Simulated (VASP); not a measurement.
PtSe: single point with PBEsol+U

The system is PtSe.

```
Pt Se
1.0
     3.70187    0.00000    0.00000
    -1.85094    3.20591    0.00000
     0.00000    0.00000    7.22568
Pt Se
2 2
Cartesian
  0.0000 0.0000 0.0000
  0.0000 0.0000 3.6128
  1.8509 1.0686 1.8064
  1.8509 1.0686 5.4193
```

The cell comes from a database or a generator and needn't be the stable form of this composition.

```json
{
  "Program": "VASP 6.6.1",
  "Task": "single point",
  "Functional": "PBEsol",
  "Potentials or basis": "VASP PAW PBE potentials, release 64 (Pt, Se)",
  "Cutoff": "520 eV",
  "k mesh": "6 × 6 × 3",
  "Occupations": "gaussian, width 0.05 eV",
  "Spin": "collinear spin, typed start",
  "Starting moments": "[2.0, 2.0, 0.0, 0.0] μB",
  "Hubbard terms": "Pt d U = 7.0 eV",
  "Dipole correction": "no",
  "Further INCAR settings": "ALGO = Fast; EDIFF = 1e-06; NBANDS = 28"
}
```

The pressure is -19.6 GPa, the band gap on the k mesh is none (metal or under the smearing width) and the net moment is 0.00 μB per cell. The valence electrons inside the program's atomic spheres are Pt 9.49; Se 3.57.

Stress tensor (GPa, compression positive):
```
-17.41   0.00   0.00
  0.00 -17.41   0.00
  0.00   0.00 -23.99
```

Levels at points of the mesh, in eV from the Fermi level:
Spin up:
```
           k point  band 12  band 13  band 14  band 15  band 16  band 17  band 18  band 19  band 20  band 21
(0.00, 0.00, 0.00)    -2.36    -2.36    -1.37     0.74     0.74     0.85     0.85     0.87     5.64     6.38
(0.50, 0.00, 0.00)    -2.52    -2.17    -1.70    -1.25    -0.94     1.20     1.51     1.76     3.58     6.29
```
Spin down:
```tsv
k point	band 14	band 15	band 16	band 17	band 18	band 19
(0.00, 0.00, 0.00)	-1.37	0.74	0.74	0.85	0.85	0.87
(0.50, 0.00, 0.00)	-1.70	-1.25	-0.94	1.20	1.51	1.76
```

Eigenvalues of the final occupation matrices:
| site | spin | trace | eigenvalues |
| --- | --- | --- | --- |
| site 1 d | 1 | 4.44 | 0.81 0.81 0.93 0.93 0.96 |
| site 1 d | 2 | 4.44 | 0.81 0.81 0.93 0.93 0.96 |
| site 2 d | 1 | 4.44 | 0.81 0.81 0.93 0.93 0.96 |
| site 2 d | 2 | 4.44 | 0.81 0.81 0.93 0.93 0.96 |

Run time: 39 s on 1 thread of Intel(R) Xeon(R) 6975P-C (Granite Rapids), on a shared host, peak memory 0.25 GiB.

Caveat: the PAW data sets were made with another functional, which shifts forces and pressure a little. The state reached can hang on the start; a lower one may exist.
